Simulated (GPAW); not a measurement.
Runs of GPAW 26.7.0 on Al. It takes space group Fm-3m (No. 225, cubic). The conventional cell has a = 4.050 Å, b = 4.050 Å, c = 4.050 Å, α = 90.00°, β = 90.00°, γ = 90.00°. Al (site symmetry m-3m) is surrounded by 12 Al at 2.86 Å. 

```csv
task,level,potentials or basis,cell,k mesh,cutoff (eV),band path,band points,optimizer,fmax,max steps,mesh quality,gap on the mesh (eV),pressure (GPa),relaxed volume (Å³/atom)
relaxation of cell and atoms,RPBE,"the program's PAW data sets (release 1.2.1) made for this functional, pw",relaxed,11 × 11 × 11,600,-,-,BFGS,0.05 eV/Å,60,not flagged,none,0.0,16.85
one-shot levels on a semilocal density,PBE,"GPAW PAW data sets (gpaw-data 1.2.1), pw",as given,7 × 7 × 7,500,-,-,-,-,-,coarse,none,-0.8,-
band structure,RPBE,"the program's PAW data sets (release 1.2.1) made for this functional, pw",as given,11 × 11 × 11,600,"GXWKGLUWLK,UX",80,-,-,-,not flagged,-,(a),-
relaxation of cell and atoms,PBEsol,"PAW data sets generated in the run's folder for this functional, pw",relaxed,11 × 11 × 11,600,-,-,FIRE,0.01 eV/Å,100,not flagged,none,0.1,16.22
band structure,PBE,"GPAW PAW data sets (gpaw-data 1.2.1), pw",as given,11 × 11 × 11,600,"GXWKGLUWLK,UX",100,-,-,-,not flagged,-,-0.3,-
band structure,BLYP,"PAW data sets generated in the run's folder for this functional, pw",as given,11 × 11 × 11,600,"GXWKGLUWLK,UX",100,-,-,-,not flagged,-,(b),-
```

Alike in all rows: no spin polarisation; smearing fermi-dirac 0.05 eV.

Q: Estimate the missing entries.

A: (a) 1.2; (b) 3.0.

Caveats: some runs use coarse meshes; later steps reuse the first step's grids (some runs); the cutoff is short for stress and forces, so pressures can be off by a GPa or more (some runs); one-shot exact exchange on a metal's smeared states is rough (some runs).

A gap of «none» marks a metal or a gap under the smearing width.
